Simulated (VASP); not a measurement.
Runs of VASP 6.6.1 on BaF2. Symmetry: Fm-3m, No. 225, cubic system. The conventional cell has a = 6.226 Å, b = 6.226 Å, c = 6.226 Å, α = 90.00°, β = 90.00°, γ = 90.00°. Around Ba (site symmetry m-3m) lie 8 F at 2.70 Å. F (site symmetry -43m) has 4 Ba at 2.70 Å as nearest neighbours. The cell comes from a database or a generator and needn't be the stable form of this composition.

```csv
level,potentials or basis,cutoff (eV),gap on the mesh (eV),pressure (GPa),relaxed volume (Å³/atom)
RPBE,"VASP PAW PBE potentials, release 64 (Ba_sv, F)",600,6.65,0.0,21.76
PBE+D3(BJ),"VASP PAW PBE potentials, release 64 (Ba_sv, F)",600,6.69,0.0,20.27
PBEsol,"VASP PAW PBE potentials, release 64 (Ba_sv, F)",600,6.69,0.0,19.63
PBE,"VASP PAW PBE potentials, release 64 (Ba_sv, F)",600,6.60,0.0,(a)
PBEsol,"VASP PAW PBE potentials, release 64 (Ba_sv, F_s)",480,6.68,0.0,(b)
```

Alike in all rows: task relaxation of cell and atoms; no spin polarisation; cell relaxed; k mesh 6 × 6 × 6; smearing gaussian 0.02 eV.

**Question.** Fill in the values left out.

**Answer.** (a) 20.66; (b) 19.65.

Caveats: spin-orbit coupling is left out, which moves the levels of the heavy elements; the PAW data sets were made with another functional, which shifts forces and pressure a little (some runs).

A k mesh can miss the band edges, and the runs leave out spin-orbit coupling on Ba.
